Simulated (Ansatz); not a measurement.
Rough cost of magnetic runs on CoSi (Pm-3m) in Ansatz 0.2.0, 2 threads of Intel(R) Xeon(R) 6975P-C (Granite Rapids), on a shared host.

```
CELL_PARAMETERS angstrom
2.78133 0.00000 0.00000
0.00000 2.78133 0.00000
0.00000 0.00000 5.56267
ATOMIC_POSITIONS crystal
Co 0.00000 0.00000 0.00000
Co 0.00000 0.00000 0.50000
Si 0.50000 0.50000 0.25000
Si 0.50000 0.50000 0.75000
```

| run | functional, mesh | k points solved | bands | iterations | wall time (s) | peak memory (GiB) |
| --- | --- | --- | --- | --- | --- | --- |
| PAW: parallel moments | PBE, 13×13×7 | 112 | 28 | 18 | 7.7 | 0.53 |
| LAPW: start Co1↑ Co2↓ | PBE, 13×13×7 | 112 | 36 | 19 | 31 | 1.1 |
| PAW: no spin polarisation | PBE, 13×13×7 | 112 | 26 | 6 | 1.6 | 0.45 |
| PAW: start Co1↑ Co2↓ | PBE, 13×13×7 | 112 | 26 | 16 | 4.4 | 0.5 |
| LAPW: parallel moments | PBE, 13×13×7 | 112 | 36 | 16 | 49 | 1.2 |

(1) Roughly how much dearer is an iteration by LAPW than by PAW among the runs with the first row's mesh and spin treatment (collinear)?

## Answers

(1) About 7 times (medians of wall time over iterations; times from a shared host are rough).
